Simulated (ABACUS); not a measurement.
# MgH2 under changes of volume

One of the cells (9.000 Å³/atom); the others are scaled copies at fixed shape and fractional positions:

```
Mg H
1.0
     0.00000    2.38107    2.38107
     2.38107    0.00000    2.38107
     2.38107    2.38107    0.00000
Mg H
1 2
Cartesian
  0.0000 0.0000 0.0000
  1.1905 1.1905 1.1905
  3.5716 3.5716 3.5716
```

Measurements of this composition are mostly on another form, of space group No. 136.

| Quantity | Value |
| --- | --- |
| Program | ABACUS 3.10.1 |
| Functional | PBE |
| Potentials or basis | PseudoDojo NC SR 0.4.1 PBE standard |
| Cutoff | 1143 eV |
| Density cutoff | 4572 eV |
| Basis | plane waves |
| k mesh | 10 × 10 × 10 |
| Occupations | fermi-dirac, width 0.05 eV |
| Spin | no spin polarisation |

```csv
volume (Å³/atom),energy over the lowest point (meV/atom),pressure (GPa)
8.460,6.54,4.0
8.640,2.80,2.5
8.820,0.67,1.2
9.000,0.00,-0.1
9.180,?,?
9.360,2.56,-2.2
9.540,5.57,-3.2
```

Q: What does the run at 9.180 Å³/atom give?

A: Energy over the lowest point 0.67 meV/atom; pressure -1.2 GPa.

Worked out: A Birch-Murnaghan fit of order 3 (a polynomial in V^(-2/3)) to the other rows has its minimum at 9.00 Å³/atom with B0 = V·E''(V) = 60 GPa and B' = 3.5. It gives 0.67 meV/atom at 9.180 Å³/atom, against the run's 0.67, and -dE/dV = -1.2 GPa, against -1.2.

Energies are extrapolated to zero smearing.
